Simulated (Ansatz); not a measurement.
# ZnO (wurtzite type): independent-particle optics, part 2 of 3

Aim: the dielectric function of ZnO (wurtzite type) in the independent-particle picture, and how it depends on the functional and on the gap. Plan: HSE06 for the gap; optics with PBE on 12×12×4; optics with r2SCAN on 12×12×4; optics with LDA on 12×12×4; optics with PBE and scissors to the HSE06 gap on 12×12×4.

Ansatz 0.2.0; plane waves, PAW; no local fields, no excitons. The steps go on from the part before.

## (4) Optics, r2SCAN

The input, input.yaml:

```yaml
crystal:
  lattice:
    - [3.2353408641, 1.0e-10, 0.0]
    - [-1.6176704321, 2.8018873782, 0.0]
    - [0.0, 0.0, 5.2109518316]
  atoms:
    - { symbol: Zn, position: [0.3333333333, 0.6666666667, -0.0023477534] }
    - { symbol: Zn, position: [0.6666666667, 0.3333333333, 0.4976522466] }
    - { symbol: O, position: [0.3333333333, 0.6666666667, 0.3773477534] }
    - { symbol: O, position: [0.6666666667, 0.3333333333, 0.8773477534] }
kpoints:
  mp_grid: { grid: [12, 12, 4] }
hamiltonian:
  xc: r2scan
scf:
  occupations: { method: fixed }
output:
  optics: { e_range: [0, 12], de: 0.05, sigma: 0.1, bands: auto }
```

Run with:

```bash
$ ansatz run input.yaml --threads 4 --pin off --max-ram 3686MiB --backend cpu --events-out ev --progress --plain --runs-dir out
```

The log of the run:

```text
Warning: RAYON_NUM_THREADS=4 ignored (pool sized by the plan → 4); use --threads N
Engine: ansatz 0.2.0, aarch64-unknown-linux-gnu
Pseudopotentials: kind: paw
Pseudopotential: Zn, paw, valence charge 12, recommended cutoff 500 eV (meta_gga), Zn.paw.azcp
Pseudopotential: O, paw, valence charge 6, recommended cutoff 500 eV (meta_gga), O.paw.azcp
Functional definition: r2SCAN
  parameter k0 = 0.174
  parameter k1 = 0.065
  parameter a1 = 4.9479
  exchange = r2scan_x(k0 = k0, k1 = k1, a1 = a1)
  correlation = r2scan_c
Crystal: 4 atoms, lattice volume = 47.238 Å³
Basis set: ecut = 500 eV, 1165 PW (Γ), exchange–correlation on 96×96×160 points (64 copies of the dense FFT grid, shifted against one another)
Bands: 22, of which v1, the nominal top of the filled ones, is band 18 counted from 1 (17 counted from 0)
Symmetry: 12 space group operations
Space group: P63mc (ITA 186), of the structure as read, at distance tolerance 3.6e-5 Å
k-points: 57 of 576 (time reversal used)
Non-local potential: Zn, projectors of the file, l = 0: 2, l = 1: 2, l = 2: 3, l = 3: 1
Non-local potential: O, projectors of the file, l = 0: 2, l = 1: 2, l = 2: 1
PAW form: soft (Blöchl's): semilocal exchange-correlation on the pseudo side does not see the compensation charge
PAW frozen core: Zn, regenerated for the run's functional (the file was generated under x = pbe(κ = 0.804, μ = 0.2195149727645171), c = pbe(β = 0.06672455060314922))
PAW frozen core: O, regenerated for the run's functional (the file was generated under x = pbe(κ = 0.804, μ = 0.2195149727645171), c = pbe(β = 0.06672455060314922))
PAW one-centre angular grid: Zn, 590 points (default); XC on 261 of its mesh's 2673 points in the sphere
PAW one-centre angular grid: O, 302 points (default); XC on 160 Gauss nodes
Initial density: superposition of atomic densities (neutral atoms: chi_scale 0, normalization atom), corrected by the library's trained network
Initial wavefunctions: pseudopotential atomic-orbital guess
Functional: x = r2scan, c = r2scan; τ floored in thin density (d = 2e-4 eV/Å³)
SCF iter   1: F=—  HF=-7789.831959 eV  |F-HF|=—  |Δ(HF+E_count)|=         —  Δρ=2.03e-2  dr2=9.46e-2  dr2_τ=1.00e-1  ethr=1.77e-3  ⟨swp⟩=4.9  Hψ=4937  notcnv=0  defer=103
preconditioner: auto → Resta (q_TF=auto, 2.608 Å⁻¹)  ε∞=6.6  [insulator: Δε(μ)=1.381 eV  Ē_g=13.718 eV  n_scr=22 (ndim 8)  ℏωp=32.4 eV  f_vac=0.033  ε∞_Penn≈6.6]
SCF iter   2: F=—  HF=-7789.856479 eV  |F-HF|=—  |Δ(HF+E_count)|=   2.45e-2  Δρ=4.96e-3  dr2=9.44e-3  dr2_τ=6.77e-4  ethr=2.63e-4  ⟨swp⟩=2.2  Hψ=2766  notcnv=0  defer=101
SCF iter   3: F=—  HF=-7789.853887 eV  |F-HF|=—  |Δ(HF+E_count)|=   2.59e-3  Δρ=4.77e-3  dr2=5.40e-3  dr2_τ=2.13e-4  ethr=2.62e-5  ⟨swp⟩=2.0  Hψ=2282  notcnv=0  defer=112
SCF iter   4: F=—  HF=-7789.852695 eV  |F-HF|=—  |Δ(HF+E_count)|=   1.19e-3  Δρ=5.56e-4  dr2=1.15e-4  dr2_τ=2.66e-5  ethr=1.50e-5  ⟨swp⟩=3.0  Hψ=2258  notcnv=0  defer=112
SCF iter   5: F=—  HF=-7789.852772 eV  |F-HF|=—  |Δ(HF+E_count)|=   7.69e-5  Δρ=2.94e-4  dr2=2.39e-5  dr2_τ=2.02e-6  ethr=3.20e-7  ⟨swp⟩=2.4  Hψ=2182  notcnv=0  defer=52
SCF iter   6: F=—  HF=-7789.852795 eV  |F-HF|=—  |Δ(HF+E_count)|=   2.36e-5  Δρ=4.45e-5  dr2=1.03e-6  dr2_τ=1.55e-8  ethr=6.64e-8  ⟨swp⟩=2.0  Hψ=2026  notcnv=0
SCF iter   7: F=—  HF=-7789.852795 eV  |F-HF|=—  |Δ(HF+E_count)|=   1.16e-7  Δρ=1.61e-5  dr2=1.05e-7  dr2_τ=6.78e-9  ethr=2.87e-9  ⟨swp⟩=2.0  Hψ=2170  notcnv=0
SCF iter   8: F=—  HF=-7789.852795 eV  |F-HF|=—  |Δ(HF+E_count)|=   2.40e-8  Δρ=1.01e-5  dr2=4.54e-8  dr2_τ=3.61e-9  ethr=2.92e-10  ⟨swp⟩=2.0  Hψ=2280  notcnv=0
SCF iter   9: F=—  HF=-7789.852795 eV  |F-HF|=—  |Δ(HF+E_count)|=   1.00e-8  Δρ=2.02e-6  dr2=1.74e-9  dr2_τ=7.52e-11  ethr=1.26e-10  ⟨swp⟩=2.3  Hψ=1790  notcnv=0
SCF iter  10: F=—  HF=-7789.852795 eV  |F-HF|=—  |Δ(HF+E_count)|=  3.31e-10  Δρ=7.66e-7  dr2=2.29e-10  dr2_τ=8.81e-12  ethr=4.84e-12  ⟨swp⟩=2.1  Hψ=2168  notcnv=0
SCF iter  11: F=-7789.852795 eV  HF=-7789.852795 eV  |F-HF|=0.00e0  |Δ(HF+E_count)|=  5.82e-11  Δρ=5.71e-8  dr2=1.47e-12  dr2_τ=5.06e-14  ethr=1.00e-12  ⟨swp⟩=2.3  Hψ=4688  notcnv=0
SCF 1 converged in 11 iterations: F = -7789.852795 eV  dr2 = 1.47e-12
NSCF: frozen V_eff on 57 k-points
Optics k sum: 0 of 57 k-points
[...]
output.optics: what the bands over the 77 summed would add to eps1, eps2 and the energy-loss function is held between a lower and an upper bound (5 Lanczos steps). eps1, eps2 and their loss function (loss_summed_bands) are given on every row as the summed bands alone make them. Along an axis, on a row where the two bounds hold the loss function to about 1 % of the greater of itself and 0.5 % of |1/eps|, its cell (loss_completed) is given, with the completed eps1 and eps2 that it is formed of (a cell that is left empty reads nan in the table and null in the record). The two bounds hold it so along every axis on all 241 rows up to 12.000 eV. The run works to bound the rows up to 42.154 eV and no higher ones: a peak of the loss function over that energy may be left empty with no warning. To have the run work for it, set output.optics.bands.spectra_wanted_up_to to a higher energy. perfect_screening_sum, loss_f_sum_n_eff and, beside carriers, perfect_screening_limit are those of loss_summed_bands: over the bounded function the two sums would run over rows that are not all bounded, and lack what the bands left out lay past the top of the energy grid. Bounded is said of the bands left out alone, which are those that the basis at basis.ecutwfc holds: it says nothing of that cutoff, of the k-point mesh, of what the sum inside its cells errs by (eps2_relative_error), of the factors of all_electron_strengths, nor of how far the SCF is converged. The bands left out are taken at the k-points, and what their mean over the points' cells stands off that by is in neither bound: the run's estimate of it, which the test of a row counts in, is 0.00 % of |eps| at the most among the values given; where the mean stood off by over 0.5 % the points' spread read 0.1 to 3 times that
SCF converged after 11 iterations
Free energy (F): -7789.852795 eV
Harris-Foulkes:  -7789.852795 eV  (|F-HF|=0.00e0)
Internal energy: -7789.852795 eV  (E = F + TS)
E sigma→0 (E₀):  -7789.852795 eV
Fermi energy:    6.969168 eV
--- Per-component energies (eV) ---
  E_band       = 49.660684
  E_kinetic    = 612.816580
  E_local      = -4005.933030  (includes V_loc(G=0)·N_el)
  E_nonlocal   = 1342.601842
  E_hartree    = 1653.186779
  E_xc         = -392.762370
  E_vxc        = -315.764745  (∫ρ·V_xc dr)
  E_paw        = -4029.071056  (= ΣΔE_a)
  E_vpaw       = -909.582399  (= ΣTr[D̂ρ^β])
  E_aug_tail   = 0.001863  (compensation charges beyond the density's cutoff)
  E_vtau       = 19.147016  (kinetic-family band-sum trace: ∫τ·v_τ [+ j·A + Jᵃ·Aᵃ] dr)
  E_ewald      = -2970.264283
  E_core_change = -0.429119  (= ΣΔE_core)
  E_smearing   = -0.000000  (= −TS)
  E_closure    = -0.000000  (closes the sum)
  Σ components = -7789.852795   (vs F -7789.852795, Δ=0.00e0)
--- Band table (eV; the first three rows and the last of 57) ---
  k-point 0: bands = ["-12.1578", "-11.4584", "1.1135", "1.1135", "1.1703", "1.2392", "1.3201", "1.3201", "2.3810", "2.3810", "2.5890", "2.5890", "2.8641", "6.1541", "6.1541", "6.8731", "6.9692", "6.9692", "8.2069", "12.8565", "15.8018", "20.7367"]
  k-point 1: bands = ["-12.0598", "-11.5655", "1.0303", "1.0702", "1.1318", "1.1318", "1.2766", "1.2766", "2.4215", "2.4215", "2.5698", "2.5698", "3.5078", "5.9762", "6.2760", "6.2760", "6.8527", "6.8527", "9.2976", "12.2724", "16.3341", "20.1116"]
  k-point 2: bands = ["-11.8172", "-11.8172", "0.9334", "0.9334", "1.1919", "1.1919", "1.1919", "1.1919", "2.5060", "2.5060", "2.5060", "2.5060", "4.7199", "4.7199", "6.5670", "6.5670", "6.5670", "6.5670", "10.9082", "10.9082", "17.8130", "17.8130"]
  k-point 56: bands = ["-11.3246", "-11.3246", "1.1380", "1.1380", "1.3441", "1.3441", "1.9229", "1.9229", "2.3871", "2.3871", "2.9041", "2.9041", "3.2179", "3.2179", "4.2270", "4.2270", "5.6800", "5.6800", "15.4976", "15.4976", "15.7011", "15.7011"]
```

It took 2.6 min on 4 threads of Arm Neoverse N1, shared host; peak memory 1.2 GiB.

From the head of optics.tsv:

```
# eps_inf(xx yy zz) = 4.354265 4.354265 4.398901
# eps_inf_bands = all
# eps_inf_summed_bands(xx yy zz) = 4.307360 4.307360 4.351777
# eps_inf_completed(xx yy zz) = 4.354265 4.354265 4.398901
# eps2_relative_error = 0.0004
# eps_inf_relative_error = 0.0038
# f_sum_n_eff(xx yy zz) = 22.475263 22.475263 22.459418 of n_electrons = 36.000000
# n_bands = 77
# n_bands_set_by = photon_energy
# valid_up_to_ev = 62.000723
# least_direct_gap_ev = 1.237760e0 at k(fractional) = 0.000000 0.000000 0.000000, k_point = 0, channel = 0, bands = 17 18 (counted from 0)
```

The dielectric function from optics.tsv (yy equals xx), one row in 14 (narrow peaks fall between the rows):

```csv
E (eV),ε₂ xx,ε₂ zz,ε₁ xx,ε₁ zz
1.00,0.00,0.00,4.66,4.65
1.70,1.21,1.21,4.59,4.88
2.40,1.25,1.39,4.00,4.17
3.10,1.18,1.36,3.77,3.85
3.80,1.14,1.31,3.69,3.70
4.50,1.15,1.29,3.71,3.66
5.20,1.23,1.33,3.78,3.70
5.90,1.40,1.45,3.91,3.83
6.60,1.82,1.77,4.11,4.05
7.30,2.61,3.08,3.51,3.65
8.00,2.40,2.45,3.01,2.85
8.70,2.07,2.24,3.02,2.96
9.40,2.25,2.80,3.38,2.94
10.10,2.51,2.36,3.62,2.39
10.80,4.23,2.13,3.20,2.79
11.50,4.27,4.24,2.11,3.48
```

Tallest peaks of ε₂ (mean of the periodic axes): 3.6 at 10.70 eV, 4.0 at 11.00 eV, 4.5 at 11.60 eV.

## (5) Optics, LDA

Edit input.yaml of step 4 so:

```diff
@@ -13,3 +13,3 @@
 hamiltonian:
-  xc: r2scan
+  xc: lda
 scf:
```

Run with:

```bash
$ ansatz run input.yaml --threads 4 --pin off --max-ram 3686MiB --backend cpu --events-out ev --progress --plain --runs-dir out
```

The log of the run:

```text
Warning: RAYON_NUM_THREADS=4 ignored (pool sized by the plan → 4); use --threads N
[... 4 set-up lines as earlier in the session ...]
Functional definition: SPW92
  exchange = slater_x
  correlation = pw_c
Crystal: 4 atoms, lattice volume = 47.238 Å³
Basis set: ecut = 420 eV, 941 PW (Γ)
Bands: 22, of which v1, the nominal top of the filled ones, is band 18 counted from 1 (17 counted from 0)
[... 2 set-up lines as earlier in the session ...]
k-points: 57 of 576 (time reversal used)
[... 9 set-up lines as earlier in the session ...]
Functional: x = slater, c = lda
SCF iter   1: F=—  HF=-7603.938624 eV  |F-HF|=—  |Δ(HF+E_count)|=         —  Δρ=1.86e-2  dr2=1.40e-1  ethr=1.77e-3  ⟨swp⟩=4.8  Hψ=4829  notcnv=0  defer=110
preconditioner: auto → Resta (q_TF=auto, 2.608 Å⁻¹)  ε∞=7.7  [insulator: Δε(μ)=0.560 eV  Ē_g=12.553 eV  n_scr=22 (ndim 8)  ℏωp=32.4 eV  f_vac=0.033  ε∞_Penn≈7.7]
SCF iter   2: F=—  HF=-7603.902798 eV  |F-HF|=—  |Δ(HF+E_count)|=   3.58e-2  Δρ=3.84e-3  dr2=2.65e-3  ethr=3.89e-4  ⟨swp⟩=3.0  Hψ=2855  notcnv=0  defer=110
SCF iter   3: F=—  HF=-7603.902066 eV  |F-HF|=—  |Δ(HF+E_count)|=   7.32e-4  Δρ=2.08e-3  dr2=1.16e-3  ethr=7.36e-6  ⟨swp⟩=2.0  Hψ=1406  notcnv=0  defer=112
SCF iter   4: F=—  HF=-7603.901708 eV  |F-HF|=—  |Δ(HF+E_count)|=   3.58e-4  Δρ=5.17e-4  dr2=6.91e-5  ethr=3.23e-6  ⟨swp⟩=3.0  Hψ=2393  notcnv=0  defer=110
SCF iter   5: F=—  HF=-7603.901677 eV  |F-HF|=—  |Δ(HF+E_count)|=   3.08e-5  Δρ=1.68e-4  dr2=1.18e-5  ethr=1.92e-7  ⟨swp⟩=2.0  Hψ=2168  notcnv=0  defer=5
SCF iter   6: F=—  HF=-7603.901681 eV  |F-HF|=—  |Δ(HF+E_count)|=   4.20e-6  Δρ=2.58e-5  dr2=3.74e-7  ethr=3.27e-8  ⟨swp⟩=2.2  Hψ=2187  notcnv=0
SCF iter   7: F=—  HF=-7603.901681 eV  |F-HF|=—  |Δ(HF+E_count)|=   1.07e-7  Δρ=8.64e-6  dr2=3.77e-8  ethr=1.04e-9  ⟨swp⟩=2.1  Hψ=2175  notcnv=0
SCF iter   8: F=—  HF=-7603.901681 eV  |F-HF|=—  |Δ(HF+E_count)|=   1.17e-8  Δρ=1.51e-6  dr2=1.15e-9  ethr=1.05e-10  ⟨swp⟩=1.0  Hψ=1267  notcnv=0
SCF iter   9: F=—  HF=-7603.901681 eV  |F-HF|=—  |Δ(HF+E_count)|=  7.06e-10  Δρ=5.62e-7  dr2=1.14e-10  ethr=3.20e-12  ⟨swp⟩=2.0  Hψ=2168  notcnv=0
SCF iter  10: F=-7603.901681 eV  HF=-7603.901681 eV  |F-HF|=0.00e0  |Δ(HF+E_count)|=  2.18e-11  Δρ=7.88e-8  dr2=3.72e-12  ethr=1.00e-12  ⟨swp⟩=2.2  Hψ=3497  notcnv=0
SCF 1 converged in 10 iterations: F = -7603.901681 eV  dr2 = 3.72e-12
NSCF: frozen V_eff on 57 k-points
Optics k sum: 0 of 57 k-points
[...]
output.optics: what the bands over the 77 summed would add to eps1, eps2 and the energy-loss function is held between a lower and an upper bound (5 Lanczos steps). eps1, eps2 and their loss function (loss_summed_bands) are given on every row as the summed bands alone make them. Along an axis, on a row where the two bounds hold the loss function to about 1 % of the greater of itself and 0.5 % of |1/eps|, its cell (loss_completed) is given, with the completed eps1 and eps2 that it is formed of (a cell that is left empty reads nan in the table and null in the record). The two bounds hold it so along every axis on all 241 rows up to 12.000 eV. The run works to bound the rows up to 42.154 eV and no higher ones: a peak of the loss function over that energy may be left empty with no warning. To have the run work for it, set output.optics.bands.spectra_wanted_up_to to a higher energy. perfect_screening_sum, loss_f_sum_n_eff and, beside carriers, perfect_screening_limit are those of loss_summed_bands: over the bounded function the two sums would run over rows that are not all bounded, and lack what the bands left out lay past the top of the energy grid. Bounded is said of the bands left out alone, which are those that the basis at basis.ecutwfc holds: it says nothing of that cutoff, of the k-point mesh, of what the sum inside its cells errs by (eps2_relative_error), of the factors of all_electron_strengths, nor of how far the SCF is converged. The bands left out are taken at the k-points, and what their mean over the points' cells stands off that by is in neither bound: the run's estimate of it, which the test of a row counts in, is 0.00 % of |eps| at the most among the values given; where the mean stood off by over 0.5 % the points' spread read 0.1 to 3 times that
SCF converged after 10 iterations
Free energy (F): -7603.901681 eV
Harris-Foulkes:  -7603.901681 eV  (|F-HF|=0.00e0)
Internal energy: -7603.901681 eV  (E = F + TS)
E sigma→0 (E₀):  -7603.901681 eV
Fermi energy:    6.888479 eV
--- Per-component energies (eV) ---
  E_band       = 51.883478
  E_kinetic    = 609.726221
  E_local      = -3996.257827  (includes V_loc(G=0)·N_el)
  E_nonlocal   = 1343.952152
  E_hartree    = 1634.105097
  E_xc         = -413.630783
  E_vxc        = -290.570022  (∫ρ·V_xc dr)
  E_paw        = -3814.844668  (= ΣΔE_a)
  E_vpaw       = -883.181490  (= ΣTr[D̂ρ^β])
  E_aug_tail   = 0.004285  (compensation charges beyond the density's cutoff)
  E_ewald      = -2970.264283
  E_core_change = 3.308126  (= ΣΔE_core)
  E_smearing   = -0.000000  (= −TS)
  E_closure    = -0.000000  (closes the sum)
  Σ components = -7603.901681   (vs F -7603.901681, Δ=0.00e0)
--- Band table (eV; the first three rows and the last of 57) ---
  k-point 0: bands = ["-10.9801", "-10.1995", "1.0763", "1.0763", "1.1288", "1.1349", "1.2681", "1.2681", "2.2638", "2.2638", "2.4804", "2.4804", "2.7724", "6.0797", "6.0797", "6.7963", "6.8885", "6.8885", "7.6289", "12.0080", "14.9779", "19.6327"]
  k-point 1: bands = ["-10.8719", "-10.3202", "0.9377", "1.0198", "1.0919", "1.0919", "1.2263", "1.2263", "2.3065", "2.3065", "2.4609", "2.4609", "3.4106", "5.8300", "6.2002", "6.2002", "6.7722", "6.7722", "8.7705", "11.5111", "15.4335", "19.0071"]
  k-point 2: bands = ["-10.6023", "-10.6023", "0.8620", "0.8620", "1.1462", "1.1462", "1.1462", "1.1462", "2.3949", "2.3949", "2.3949", "2.3949", "4.6041", "4.6041", "6.4879", "6.4879", "6.4879", "6.4879", "10.2824", "10.2824", "16.8003", "16.8003"]
  k-point 56: bands = ["-10.0492", "-10.0492", "1.0467", "1.0467", "1.2829", "1.2829", "1.8478", "1.8478", "2.2690", "2.2690", "2.8180", "2.8180", "3.0954", "3.0954", "4.1262", "4.1262", "5.6194", "5.6194", "14.7591", "14.7591", "14.7817", "14.7817"]
```

Wall time 2.2 min (4 threads of Arm Neoverse N1, shared host); peak memory 1.1 GiB.

optics.tsv begins:

```
# eps_inf(xx yy zz) = 5.393447 5.393447 5.415453
# eps_inf_bands = all
# eps_inf_summed_bands(xx yy zz) = 5.345655 5.345655 5.367435
# eps_inf_completed(xx yy zz) = 5.393447 5.393447 5.415453
# eps2_relative_error = 0.0004
# eps_inf_relative_error = 0.0037
# f_sum_n_eff(xx yy zz) = 21.909436 21.909436 21.890339 of n_electrons = 36.000000
# n_bands = 77
# n_bands_set_by = photon_energy
# valid_up_to_ev = 60.030025
# least_direct_gap_ev = 7.404355e-1 at k(fractional) = 0.000000 0.000000 0.000000, k_point = 0, channel = 0, bands = 17 18 (counted from 0)
```

The dielectric function from optics.tsv (yy equals xx), one row in 8 (narrow peaks fall between the rows):

```tsv
E (eV)	ε₂ xx	ε₂ zz	ε₁ xx	ε₁ zz
0.50	0.00	0.00	5.62	5.58
0.90	1.33	0.85	6.14	6.48
1.30	1.72	1.76	5.12	5.48
1.70	1.67	1.83	4.61	4.87
2.10	1.58	1.78	4.32	4.50
2.50	1.49	1.71	4.16	4.26
2.90	1.43	1.65	4.07	4.11
3.30	1.39	1.59	4.03	4.02
3.70	1.38	1.56	4.02	3.98
4.10	1.40	1.55	4.04	3.97
4.50	1.44	1.57	4.09	4.00
4.90	1.53	1.62	4.16	4.06
5.30	1.68	1.72	4.25	4.15
5.70	1.93	1.90	4.38	4.27
6.10	2.36	2.26	4.29	4.45
6.50	3.01	3.38	3.87	4.31
6.90	2.69	3.13	3.54	3.14
7.30	2.61	2.70	3.14	2.93
7.70	2.35	2.47	3.11	2.97
8.10	2.15	2.41	3.27	3.14
8.50	2.29	2.71	3.63	3.33
8.90	2.56	3.04	3.91	2.90
9.30	3.08	2.87	4.02	2.55
9.70	4.10	2.58	4.37	2.72
10.10	5.26	2.55	2.85	3.39
10.50	4.53	3.72	2.07	4.09
10.90	4.52	3.75	1.32	1.70
11.30	3.46	3.31	0.88	2.29
11.70	4.09	4.33	1.55	3.24
```

Tallest peaks of ε₂ (mean of the periodic axes): 4.4 at 10.10 eV, 5.0 at 10.70 eV, 4.6 at 11.90 eV.

(Part 2 of 3 ends here.)
